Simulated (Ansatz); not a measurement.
## AlCo: course of a relaxation

The calculation used DFT PBE, scalar-relativistic, plane waves, PAW (Ansatz). (420 eV cutoff, 18×18×18 k-mesh, Gaussian smearing of 0.10 eV, no spin polarisation)

What was changed: biaxial strain in the a-b plane, c and atoms relaxed: +1.0 %.

Command:

```bash
ansatz run input.yaml --threads 1 --pin off --max-ram 2560MiB --backend cpu --events-out ev --progress --plain --runs-dir out
```

Input:

```yaml
crystal:
  lattice:
    - [2.8804214387, 0.0, 0.0]
    - [0.0, 2.8804214387, 0.0]
    - [0.0, 0.0, 2.8347910001]
  atoms:
    - { symbol: Al, position: [0.0, 0.0, 0.0] }
    - { symbol: Co, position: [0.5, 0.5, 0.5] }
basis:
  ecutwfc: 420
kpoints:
  mp_grid: { grid: [18, 18, 18] }
hamiltonian:
  xc: pbe
scf:
  occupations: { method: gaussian, width: 0.1 }
output:
  forces: true
  stress: true
  eigenvalues: true
relax:
  adjacent_minimum: "off"
  f_tol: 0.008
  max_steps: 40
  cell: { stress_tol: 0.015, fix: [a, b, gamma] }
```

F is the free energy. Steps run on the plane waves of an earlier cell, but the last one, and at times one on the way, on a freshly chosen basis, so a repeated geometry can differ a little in energy. The held parts of the cell keep their stress, so P needn't end at zero.

Steps:

```tsv
step	F − F(1) (eV)	largest force component (eV/Å)	V (Å³/atom)	P (GPa)
1	0.0000	0.000	11.760	-2.40
2	-0.0001	0.000	11.747	-2.21
3	-0.0001	0.000	11.741	-2.12
4	-0.0001	0.000	11.741	-2.12
```

Relaxed structure:

```xyz
2
Lattice="2.8804 0.0000 0.0000 0.0000 2.8804 0.0000 0.0000 0.0000 2.8302" Properties=species:S:1:pos:R:3 pbc="T T T"
Al    0.0000    0.0000    0.0000
Co    1.4402    1.4402    1.4151
```

The structure is tetragonal, space group P4/mmm (No. 123). Conventional cell: a = 2.880 Å, b = 2.880 Å, c = 2.830 Å, α = 90.00°, β = 90.00°, γ = 90.00°. Al (site symmetry 4/mmm) is surrounded by 8 Co at 2.48 Å and 6 Al at 2.83 to 2.88 Å. Co (site symmetry 4/mmm) has 8 Al at 2.48 Å and 6 Co at 2.83 to 2.88 Å as nearest neighbours.

The run converged. The run took 22 s on 1 thread of Intel(R) Xeon(R) 6975P-C (Granite Rapids), on a shared host, peak memory 0.52 GiB.